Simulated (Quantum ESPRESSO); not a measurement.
Crystal: MgS.

```xyz
4
Lattice="4.0346 0.0000 0.0000 -2.0173 3.4941 0.0000 0.0000 0.0000 6.4323" Properties=species:S:1:pos:R:3 pbc="T T T"
S     2.0173    1.1647    5.6556
S     0.0000    2.3294    2.4394
Mg    0.0000    2.3294    6.4050
Mg    2.0173    1.1647    3.1888
```

The cell comes from a database or a generator and needn't be the stable form of this composition.

Base run:

```yaml
Program: Quantum ESPRESSO 7.5
Functional: PBEsol
Potentials_or_basis: GBRV 1.5 PBEsol
Cutoff: 612 eV
Density_cutoff: 4898 eV
k_mesh: 8 × 8 × 4
Occupations: fermi-dirac, width 0.05 eV
Spin: no spin polarisation
```

Its results: band gap on the k mesh 3.27 eV, direct; pressure -0.4 GPa; largest force 0.045 eV/Å.

Q: The run is repeated on the same cell with these changes: functional from PBEsol to LDA; potentials or basis from GBRV 1.5 PBEsol to GBRV 1.5 LDA. What comes out?

A: Band gap on the k mesh 3.15 eV, direct; pressure -2.1 GPa; largest force 0.052 eV/Å.

Caveats: some levels on the path didn't converge (some runs).

Not every run made on this cell is shown here.
